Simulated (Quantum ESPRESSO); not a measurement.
# MnS (Fm-3m) in Quantum ESPRESSO: a series of runs, part 2 of 2

Quantum ESPRESSO 7.5. Earlier steps stand in the parts before.

### Step 3. Single point, LDA, collinear spin, ferromagnetic start, 16.61 Å³/atom

File pw.in:

```
&CONTROL
  calculation = 'scf'
  prefix = 'pwscf'
  outdir = './tmp'
  pseudo_dir = './pseudo'
  tprnfor = .true.
  tstress = .true.
  disk_io = 'nowf'
/
&SYSTEM
  ibrav = 0
  nat = 2
  ntyp = 2
  ecutwfc = 45
  ecutrho = 360
  nbnd = 20
  occupations = 'smearing'
  smearing = 'fd'
  degauss = 0.00367493
  nspin = 2
  starting_magnetization(1) = 0.2667
  starting_magnetization(2) = 0
/
&ELECTRONS
  conv_thr = 4d-10
  electron_maxstep = 120
  mixing_beta = 0.3
/
ATOMIC_SPECIES
Mn    54.9380 mn_lda_v1.5.uspp.F.UPF
S     32.0600 s_lda_v1.4.uspp.F.UPF
CELL_PARAMETERS angstrom
   0.0000000000    2.5513320201    2.5513320201
   2.5513320201    0.0000000000    2.5513320201
   2.5513320201    2.5513320201    0.0000000000
ATOMIC_POSITIONS crystal
Mn     0.0000000000    0.0000000000    0.0000000000
S      0.5000000000    0.5000000000    0.5000000000
K_POINTS automatic
9 9 9 0 0 0
```

Potentials or basis: GBRV 1.5 LDA.

Command:

```bash
> OMP_NUM_THREADS=1 mpirun -n 2 pw.x -nk 2 -in pw.in > pw.out
```

pw.out:

```text
This program is part of the open-source Quantum ESPRESSO suite
     for quantum simulation of materials; please cite
         "P. Giannozzi et al., J. Phys.:Condens. Matter 21 395502 (2009);
         "P. Giannozzi et al., J. Phys.:Condens. Matter 29 465901 (2017);
         "P. Giannozzi et al., J. Chem. Phys. 152 154105 (2020);
     in publications or presentations arising from this work. More details at

     Message from routine setup:
     using ibrav=0 with symmetry is DISCOURAGED, use correct ibrav instead

     K-points division:     npool     =       2
     Subspace diagonalization in iterative solution of the eigenvalue problem:
     a serial algorithm will be used

     G-vector sticks info
     --------------------
     sticks:   dense  smooth     PW     G-vecs:    dense   smooth      PW
     Sum        1159     583    187                25821     9185    1639

     Using Slab Decomposition

     bravais-lattice index     =            0
     lattice parameter (alat)  =       6.8184  a.u.
     unit-cell volume          =     224.1442 (a.u.)^3
     number of atoms/cell      =            2
     number of atomic types    =            2
     number of electrons       =        21.00
     number of Kohn-Sham states=           20
     kinetic-energy cutoff     =      45.0000  Ry
     charge density cutoff     =     360.0000  Ry
     scf convergence threshold =      4.0E-10
     mixing beta               =       0.3000
     number of iterations used =            8  plain     mixing
     Exchange-correlation=  SLA  PZ   NOGX NOGC
                           (   1   1   0   0   0   0   0)

[... 262 lines left out ...]
 ------ SPIN UP ------------

          k = 0.0000 0.0000 0.0000 (  1139 PWs)   bands (ev):

   -70.0633 -39.1613 -39.1613 -39.1613  -4.0956   7.7190   7.7190   7.7190
     7.7888   7.7888   8.9311   8.9311   8.9311  13.0118  19.5422  19.5422
    19.5422  21.5001  22.7506  23.6059

          k = 0.0786 0.0786-0.0786 (  1155 PWs)   bands (ev):
[... 199 lines left out ...]
   -70.0623 -39.1696 -39.1682 -39.1656  -2.3557   4.9103   5.4685   5.7693
     8.3550   8.4432   8.6178   8.8450   9.2954  15.1742  17.4035  17.7373
    19.0692  23.5357  24.5695  25.9366

 ------ SPIN DOWN ----------

          k = 0.0000 0.0000 0.0000 (  1139 PWs)   bands (ev):

   -65.7952 -35.0267 -35.0267 -35.0267  -3.7908   9.1832   9.1832   9.1832
    10.7896  10.7896  10.7896  10.9309  10.9309  13.7590  20.6522  20.6522
    20.6522  21.7677  23.8864  24.8565

          k = 0.0786 0.0786-0.0786 (  1155 PWs)   bands (ev):
[... 199 lines left out ...]
   -65.7939 -35.0380 -35.0360 -35.0324  -2.0942   5.4685   6.0429   6.6310
    11.3978  11.6940  11.9294  12.1495  12.3608  16.4351  18.1773  18.5654
    19.7932  23.9964  25.2893  26.4760

     the Fermi energy is    10.8629 ev

!    total energy              =    -235.31971690 Ry
     estimated scf accuracy    <          1.1E-10 Ry
     smearing contrib. (-TS)   =      -0.00088064 Ry
     internal energy E=F+TS    =    -235.31883626 Ry

     The total energy is F=E-TS. E is the sum of the following terms:
     one-electron contribution =    -128.50729500 Ry
     hartree contribution      =      72.40574308 Ry
     xc contribution           =     -34.77538091 Ry
     ewald contribution        =    -144.44190343 Ry

     total magnetization       =     4.34 Bohr mag/cell
     absolute magnetization    =     4.34 Bohr mag/cell

     convergence has been achieved in  13 iterations

     negative rho (up, down):  0.000E+00 8.297E-05

     Forces acting on atoms (cartesian axes, Ry/au):

     atom    1 type  1   force =     0.00000000    0.00000000   -0.00000000
     atom    2 type  2   force =     0.00000000    0.00000000   -0.00000000

     Total force =     0.000000     Total SCF correction =     0.000000

     Computing stress (Cartesian axis) and pressure

     negative rho (up, down):  0.000E+00 8.297E-05
          total   stress  (Ry/bohr**3)                   (kbar)     P=     -101.91
  -0.00069277  -0.00000000   0.00000000         -101.91       -0.00        0.00
  -0.00000000  -0.00069277   0.00000000           -0.00     -101.91        0.00
  -0.00000000   0.00000000  -0.00069277           -0.00        0.00     -101.91

=------------------------------------------------------------------------------=
   JOB DONE.
=------------------------------------------------------------------------------=
```

Wall time 36 s (2 MPI ranks of Arm Neoverse N1, shared host); peak memory 0.22 GiB.

Results:

- Free energy: -3201.6879 eV
- Pressure: -10.2 GPa
- Band gap on the k mesh: none (metal or under the smearing width)
- Net moment: 4.34 μB per cell
- Absolute moment: 4.34 μB per cell
- Site moments: Mn +3.88; S +0.12 μB
- Valence electrons inside the program's atomic spheres: Mn 13.19; S 4.51

Caveat: a cell with one magnetic atom can't hold antiferromagnetic order, which such compounds often take; semilocal functionals often make such compounds metallic where correlation or magnetic order opens a gap, which also shifts bond lengths.

### Step 4. Single point, LDA, collinear spin, ferromagnetic start, 16.96 Å³/atom

Edit pw.in of step 3 so:

```diff
@@ -32,5 +32,5 @@
 CELL_PARAMETERS angstrom
-   0.0000000000    2.5513320201    2.5513320201
-   2.5513320201    0.0000000000    2.5513320201
-   2.5513320201    2.5513320201    0.0000000000
+   0.0000000000    2.5692997390    2.5692997390
+   2.5692997390    0.0000000000    2.5692997390
+   2.5692997390    2.5692997390    0.0000000000
 ATOMIC_POSITIONS crystal
```

Command:

```bash
> OMP_NUM_THREADS=1 mpirun -n 2 pw.x -nk 2 -in pw.in > pw.out
```

It took 39 s on 2 MPI ranks of Arm Neoverse N1, shared host; peak memory 0.22 GiB.

Results (log left out):

- Free energy: -3201.6424 eV
- Pressure: -10.8 GPa
- Band gap on the k mesh: none (metal or under the smearing width)
- Net moment: 4.43 μB per cell
- Absolute moment: 4.43 μB per cell
- Site moments: Mn +3.96; S +0.13 μB
- Valence electrons inside the program's atomic spheres: Mn 13.20; S 4.55

Caveat: a cell with one magnetic atom can't hold antiferromagnetic order, which such compounds often take; semilocal functionals often make such compounds metallic where correlation or magnetic order opens a gap, which also shifts bond lengths.

### Step 5. Single point, LDA, collinear spin, ferromagnetic start, 17.31 Å³/atom

Edit pw.in of step 4 so:

```diff
@@ -32,5 +32,5 @@
 CELL_PARAMETERS angstrom
-   0.0000000000    2.5692997390    2.5692997390
-   2.5692997390    0.0000000000    2.5692997390
-   2.5692997390    2.5692997390    0.0000000000
+   0.0000000000    2.5870196075    2.5870196075
+   2.5870196075    0.0000000000    2.5870196075
+   2.5870196075    2.5870196075    0.0000000000
 ATOMIC_POSITIONS crystal
```

Command:

```bash
> OMP_NUM_THREADS=1 mpirun -n 2 pw.x -nk 2 -in pw.in > pw.out
```

Wall time 37 s (2 MPI ranks of Arm Neoverse N1, shared host); peak memory 0.22 GiB.

Results (log left out):

```
Free energy                                           : -3201.5945 eV
Pressure                                              : -11.3 GPa
Band gap on the k mesh                                : none (metal or under the smearing width)
Net moment                                            : 4.50 μB per cell
Absolute moment                                       : 4.50 μB per cell
Site moments                                          : Mn +4.02; S +0.14 μB
Valence electrons inside the program's atomic spheres : Mn 13.21; S 4.58
```

Caveat: a cell with one magnetic atom can't hold antiferromagnetic order, which such compounds often take; semilocal functionals often make such compounds metallic where correlation or magnetic order opens a gap, which also shifts bond lengths.

### Step 6. Single point, LDA, collinear spin, ferromagnetic start, 17.67 Å³/atom

Edit pw.in of step 5 so:

```diff
@@ -32,5 +32,5 @@
 CELL_PARAMETERS angstrom
-   0.0000000000    2.5870196075    2.5870196075
-   2.5870196075    0.0000000000    2.5870196075
-   2.5870196075    2.5870196075    0.0000000000
+   0.0000000000    2.6045000000    2.6045000000
+   2.6045000000    0.0000000000    2.6045000000
+   2.6045000000    2.6045000000    0.0000000000
 ATOMIC_POSITIONS crystal
```

Potentials or basis: GBRV 1.5 LDA.

Command:

```bash
> OMP_NUM_THREADS=1 mpirun -n 2 pw.x -nk 2 -in pw.in > pw.out
```

Run time: 37 s. Hardware: 2 MPI ranks of Arm Neoverse N1, shared host; peak memory 0.22 GiB.

Results (log left out):

* Free energy: -3201.5444 eV
* Pressure: -11.7 GPa
* Band gap on the k mesh: none (metal or under the smearing width)
* Net moment: 4.57 μB per cell
* Absolute moment: 4.57 μB per cell
* Site moments: Mn +4.08; S +0.14 μB
* Valence electrons inside the program's atomic spheres: Mn 13.22; S 4.61

Caveat: a cell with one magnetic atom can't hold antiferromagnetic order, which such compounds often take; semilocal functionals often make such compounds metallic where correlation or magnetic order opens a gap, which also shifts bond lengths.

### Step 7. Single point, LDA, collinear spin, ferromagnetic start, 18.02 Å³/atom

Edit pw.in of step 6 so:

```diff
@@ -32,5 +32,5 @@
 CELL_PARAMETERS angstrom
-   0.0000000000    2.6045000000    2.6045000000
-   2.6045000000    0.0000000000    2.6045000000
-   2.6045000000    2.6045000000    0.0000000000
+   0.0000000000    2.6217488470    2.6217488470
+   2.6217488470    0.0000000000    2.6217488470
+   2.6217488470    2.6217488470    0.0000000000
 ATOMIC_POSITIONS crystal
```

Command:

```bash
> OMP_NUM_THREADS=1 mpirun -n 2 pw.x -nk 2 -in pw.in > pw.out
```

Run time: 37 s. Hardware: 2 MPI ranks of Arm Neoverse N1, shared host; peak memory 0.24 GiB.

It converged, with:

```yaml
Free_energy: -3201.4922 eV
Pressure: -12.3 GPa
Band_gap_on_the_k_mesh: none (metal or under the smearing width)
Net_moment: 4.63 μB per cell
Absolute_moment: 4.63 μB per cell
Site_moments: Mn +4.13; S +0.15 μB
Valence_electrons_inside_the_program's_atomic_spheres: Mn 13.23; S 4.65
```

Caveat: a cell with one magnetic atom can't hold antiferromagnetic order, which such compounds often take; semilocal functionals often make such compounds metallic where correlation or magnetic order opens a gap, which also shifts bond lengths.

### Step 8. Single point, LDA, collinear spin, ferromagnetic start, 18.37 Å³/atom

Edit pw.in of step 7 so:

```diff
@@ -32,5 +32,5 @@
 CELL_PARAMETERS angstrom
-   0.0000000000    2.6217488470    2.6217488470
-   2.6217488470    0.0000000000    2.6217488470
-   2.6217488470    2.6217488470    0.0000000000
+   0.0000000000    2.6387736672    2.6387736672
+   2.6387736672    0.0000000000    2.6387736672
+   2.6387736672    2.6387736672    0.0000000000
 ATOMIC_POSITIONS crystal
```

Command:

```bash
> OMP_NUM_THREADS=1 mpirun -n 2 pw.x -nk 2 -in pw.in > pw.out
```

Run time: 29 s. Hardware: 2 MPI ranks of Arm Neoverse N1, shared host; peak memory 0.24 GiB.

The run converged. Its results:

```yaml
Free_energy: -3201.4376 eV
Pressure: -12.8 GPa
Band_gap_on_the_k_mesh: none (metal or under the smearing width)
Net_moment: 4.68 μB per cell
Absolute_moment: 4.68 μB per cell
Site_moments: Mn +4.18; S +0.15 μB
Valence_electrons_inside_the_program's_atomic_spheres: Mn 13.24; S 4.68
```

Caveat: a cell with one magnetic atom can't hold antiferromagnetic order, which such compounds often take; semilocal functionals often make such compounds metallic where correlation or magnetic order opens a gap, which also shifts bond lengths.

### Step 9. Single point, LDA, collinear spin, ferromagnetic start, 18.73 Å³/atom

Edit pw.in of step 8 so:

```diff
@@ -32,5 +32,5 @@
 CELL_PARAMETERS angstrom
-   0.0000000000    2.6387736672    2.6387736672
-   2.6387736672    0.0000000000    2.6387736672
-   2.6387736672    2.6387736672    0.0000000000
+   0.0000000000    2.6555815960    2.6555815960
+   2.6555815960    0.0000000000    2.6555815960
+   2.6555815960    2.6555815960    0.0000000000
 ATOMIC_POSITIONS crystal
```

Potentials or basis: GBRV 1.5 LDA.

Command:

```bash
> OMP_NUM_THREADS=1 mpirun -n 2 pw.x -nk 2 -in pw.in > pw.out
```

Wall time 32 s (2 MPI ranks of Arm Neoverse N1, shared host); peak memory 0.24 GiB.

Results (log left out):

```
Free energy                                           : -3201.3807 eV
Pressure                                              : -13.3 GPa
Band gap on the k mesh                                : none (metal or under the smearing width)
Net moment                                            : 4.72 μB per cell
Absolute moment                                       : 4.72 μB per cell
Site moments                                          : Mn +4.22; S +0.16 μB
Valence electrons inside the program's atomic spheres : Mn 13.25; S 4.71
```

Caveat: a cell with one magnetic atom can't hold antiferromagnetic order, which such compounds often take; semilocal functionals often make such compounds metallic where correlation or magnetic order opens a gap, which also shifts bond lengths.

### Step 10. Equation of state, LDA, collinear spin, ferromagnetic start

No new run: the results of the series are fitted here.

What came out:

```
Equilibrium volume : outside the volumes run
```

Energy against volume, from the lowest point:
```
volume (Å³/atom)  energy (meV/atom)
          16.607               0.00
          16.961              22.74
          17.314              46.70
          17.667              71.73
          18.021              97.84
          18.374             125.11
          18.727             153.58
```

### Step 11. For comparison

An earlier run on the cell as given: functional PBEsol; potentials or basis GBRV 1.5 PBEsol; cutoff 612 eV; density cutoff 4898 eV; k mesh 9 × 9 × 9; occupations fermi-dirac, width 0.05 eV; collinear spin, ferromagnetic start; starting moments [4.0, 0.0] μB.

* Pressure: -7.2 GPa
* Band gap on the k mesh: none (metal or under the smearing width)
* Net moment: 4.70 μB per cell
* Absolute moment: 4.70 μB per cell
* Site moments: Mn +4.20; S +0.14 μB
* Valence electrons inside the program's atomic spheres: Mn 13.19; S 4.63

### Step 12. The runs side by side

```tsv
task	level	potentials or basis	form of the LDA correlation	gap on the mesh (eV)	pressure (GPa)	moment (μB)
band structure	PBEsol	GBRV 1.5 PBEsol	-	none	-7.2	4.70
equation of state	LDA	GBRV 1.5 LDA	PZ81	-	-	-
single point	PBEsol	GBRV 1.5 PBEsol	-	none	-7.2	4.70
```

Alike in all rows: spin collinear, ferromagnetic start; cell as given; k mesh 9 × 9 × 9; cutoff (eV) 612; smearing fermi-dirac 0.05 eV.

Caveats: a cell with one magnetic atom can't hold antiferromagnetic order, which such compounds often take (some runs); semilocal functionals often make such compounds metallic where correlation or magnetic order opens a gap, which also shifts bond lengths (some runs).

Total energies depend on the potentials used, so only differences within one code and one set of settings carry meaning.
